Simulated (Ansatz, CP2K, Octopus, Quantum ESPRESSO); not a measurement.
One calculation of AlFe, 5 ways

```
CELL_PARAMETERS angstrom
2.91000 0.00000 0.00000
0.00000 2.91000 0.00000
0.00000 0.00000 2.91000
ATOMIC_POSITIONS crystal
Fe 0.50000 0.50000 0.50000
Al 0.00000 0.00000 0.00000
```

Alike in all runs: task single point; functional PBEsol; k mesh 9 × 9 × 9; occupations fermi-dirac, width 0.05 eV; collinear spin, ferromagnetic start; no spin-orbit coupling. Pressure is positive in compression and, in plane waves, holds the error of the finite cutoff, which Ansatz's Pulay term estimates and takes out.

```
                                                      program and potentials  plane-wave cutoff (eV)                                                                                   notes  pressure (GPa)  net moment per atom (μB)
                                                          Ansatz, Ansatz PAW                     420  potentials made for PBE, which Ansatz adapts in part; Pulay term of +0.07 GPa included          -11.24                      0.33
CP2K, POTENTIAL_UZH Fe GTH-PBE-q16, Al GTH-PBE-q3; TZVP-MOLOPT-PBE-GTH basis                       -                                                   atomic basis; potentials made for PBE           -9.22                      0.36
                         Octopus, pseudodojo_pbesol (PseudoDojo 0.4, PBEsol)                       -                                                                                       -               -                      0.35
                                           Quantum ESPRESSO, GBRV 1.5 PBEsol                     762                                                                                       -          -11.24                      0.34
                              Ansatz, all-electron LAPW, scalar-relativistic                       -                                                                                       -          -11.27                      0.33
```

The pressure spans -11.27 (Ansatz, all-electron LAPW, scalar-relativistic) to -9.22 GPa (CP2K, POTENTIAL_UZH Fe GTH-PBE-q16, Al GTH-PBE-q3; TZVP-MOLOPT-PBE-GTH basis), with all-electron results at -11.27. The net moment per atom spans 0.33 (Ansatz, Ansatz PAW) to 0.36 μB (CP2K, POTENTIAL_UZH Fe GTH-PBE-q16, Al GTH-PBE-q3; TZVP-MOLOPT-PBE-GTH basis), with all-electron results at 0.33. The cell lies far from this level's equilibrium. The state is the one that the start led to, which needn't be the lowest. The pressure on the cell as given of CP2K, POTENTIAL_UZH Fe GTH-PBE-q16, Al GTH-PBE-q3; TZVP-MOLOPT-PBE-GTH basis lies far from the others; the cause wasn't traced. Rows in atomic bases carry the error of their basis and grid, which can be large.

The functional is the same throughout but for its coding, so the spread measures potentials, basis and numerics; runs on potential files found faulty are left out.
